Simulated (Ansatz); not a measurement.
# CdS (rocksalt type): the cost of one run

Computed with Ansatz 0.2.0 (DFT, PBE, all-electron LAPW, scalar-relativistic, unless a step's input says otherwise).

## Step 1: The structure to begin with

Symmetry: Fm-3m, No. 225, cubic system. The conventional cell has a = 4.703 Å, b = 4.703 Å, c = 4.703 Å, α = 90.00°, β = 90.00°, γ = 90.00°. Around Cd (site symmetry m-3m) lie 6 S at 2.35 Å. S (site symmetry m-3m) has 6 Cd at 2.35 Å as nearest neighbours.

Structure file:

```cif
data_structure
_symmetry_space_group_name_H-M 'P 1'
_symmetry_Int_Tables_number 1
_cell_length_a 3.3252
_cell_length_b 3.3252
_cell_length_c 3.3252
_cell_angle_alpha 60.000
_cell_angle_beta 60.000
_cell_angle_gamma 60.000
_cell_volume 26.00
loop_
_atom_site_label
_atom_site_type_symbol
_atom_site_fract_x
_atom_site_fract_y
_atom_site_fract_z
_atom_site_occupancy
Cd1 Cd 0.00000 0.00000 0.00000 1
S1 S 0.50000 0.50000 0.50000 1
```

Atoms are numbered in the order of the input: Cd1, S2.

## Step 2: Rocksalt relaxed under pressure, LAPW

Contents of input.yaml:

```yaml
crystal:
  lattice:
    - [0.0, 2.3512661938, 2.3512661938]
    - [2.3512661938, 0.0, 2.3512661938]
    - [2.3512661938, 2.3512661938, 0.0]
  atoms:
    - { symbol: Cd, position: [0.0, 0.0, 0.0] }
    - { symbol: S, position: [0.5, 0.5, 0.5] }
kpoints:
  mp_grid: { grid: [15, 15, 15] }
scf:
  occupations: { method: fermi_dirac, width: 0.08 }
hamiltonian:
  xc: pbe
  pseudopotentials: { kind: all_electron, lapw: { basis_error: 0.0005 } }
output:
  forces: true
  stress: true
  eigenvalues: true
relax:
  f_tol: 0.005
  max_steps: 12
  cell: { p_target: 100.0, stress_tol: 0.05 }
```

Command:

```
> ansatz run input.yaml --threads 1 --pin off --max-ram 3584MiB --backend cpu --events-out ev --progress --plain --runs-dir out
```

What time and memory should one allow on 1 thread of Intel Xeon Platinum 8488C (Sapphire Rapids), shared host?

About 30 s, with a peak of 0.58 GiB.
